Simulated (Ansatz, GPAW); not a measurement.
Ta: programs and potentials compared

```xyz
1
Lattice="0.0000 2.1100 2.1100 2.1100 0.0000 2.1100 2.1100 2.1100 0.0000" Properties=species:S:1:pos:R:3 pbc="T T T"
Ta    0.0000    0.0000    0.0000
```

This isn't the form of Ta at room conditions, which is bcc.

Alike in all runs: task band structure; functional PBEsol; k mesh 11 × 11 × 11; occupations fermi-dirac, width 0.05 eV; no spin polarisation; no spin-orbit coupling. Pressure is positive in compression and, in plane waves, holds the error of the finite cutoff, which Ansatz's Pulay term estimates and takes out.

```csv
program and potentials,plane-wave cutoff (eV),notes,pressure (GPa)
"Ansatz, Ansatz PAW",420,"potentials made for PBE, which Ansatz adapts in part; Pulay term of +0.06 GPa included",-5.59
"Ansatz, PAW datasets made for the crystal",240,-,-5.59
"GPAW, PAW data sets generated for this functional",600,-,-5.41
"Ansatz, all-electron LAPW, scalar-relativistic",-,-,-5.59
```

The pressure spans -5.59 (Ansatz, Ansatz PAW) to -5.41 GPa (GPAW, PAW data sets generated for this functional), with all-electron results at -5.59.

The functional is the same throughout but for its coding, so the spread measures potentials, basis and numerics; runs on potential files found faulty are left out.
